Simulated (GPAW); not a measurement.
**TiAl3 in GPAW: the effect of strain hydrostatic**

The system is TiAl3.

```
Ti Al
1.0
     3.79744    0.00000    0.00000
     0.00000    3.79744    0.00000
     0.00000    0.00000    3.79744
Ti Al
1 3
Direct
  0.00000 0.00000 0.00000
  0.00000 0.50000 0.50000
  0.50000 0.00000 0.50000
  0.50000 0.50000 0.00000
```

The cell comes from a database or a generator and needn't be the stable form of this composition.

Alike in all runs:

- Program: GPAW 26.7.0
- Task: single point
- Functional: PBEsol
- Potentials or basis: PAW data sets generated in the run's folder for this functional
- Cutoff: 600 eV
- Basis: pw
- k mesh: 7 × 7 × 7
- Occupations: fermi-dirac, width 0.05 eV
- Spin: no spin polarisation
- Maxiter: 150

One run gave: pressure -3.6 GPa. Which strain hydrostatic did it use?
A. -0.01
B. 0.04
C. -0.02
D. 0.01
E. -0.04

D.

```csv
strain hydrostatic,pressure (GPa)
-0.04,16.9
-0.02,7.1
-0.01,3.1
0,-0.5
0.01,-3.6
0.02,-6.3
0.04,-10.7
```

Caveats: the density grid can change from cell to cell, which puts small steps into energies and stress.
